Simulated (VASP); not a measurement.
A run of VASP 6.6.1:

File INCAR:

```
ALGO     = Normal         # electronic algorithm
EDIFF    = 1E-8           # SCF threshold, eV
ENCUT    = 600            # plane-wave cutoff, eV
ISIF     = 2              # what is computed and relaxed
ISMEAR   = 0              # smearing method
LASPH    = T              # aspherical terms in the spheres
LCHARG   = F              # write CHGCAR
LEPSILON = T              # dielectric tensor by DFPT
LREAL    = F              # projectors in reciprocal space
LWAVE    = F              # write WAVECAR
NELM     = 80             # most SCF steps
PREC     = Accurate       # precision mode
SIGMA    = 0.03           # smearing width, eV
```

File KPOINTS:

```
k-points
0
Monkhorst-Pack
  12 12 12
```

The input POSCAR:

```
CuI                                     
1.0
    0.0000000000      2.9087282296      2.9087282296
    2.9087282296     -0.0000000000      2.9087282296
    2.9087282296      2.9087282296     -0.0000000000
  Cu              I             
     1     1
Direct
     0.2500000000000000    0.2500000000000000    0.2500000000000000
     0.0000000000000000    0.0000000000000000    0.0000000000000000
```

Potentials or basis: VASP PAW LDA potentials, release 64 (Cu, I).

Run with:

```sh
$ cat potpaw_LDA.64/Cu/POTCAR potpaw_LDA.64/I/POTCAR > POTCAR
$ mpirun -np 1 vasp_std > vasp.out
```

Hardware: 1 thread of Intel(R) Xeon(R) Platinum 8488C (Sapphire Rapids), with other jobs on the host.

Task: Estimate the wall time of this run.

Result: Wall time 55 min on 1 thread of Intel(R) Xeon(R) Platinum 8488C (Sapphire Rapids) (shared host), peak memory 1.7 GiB. Counts: scf iterations 164, k points 182.
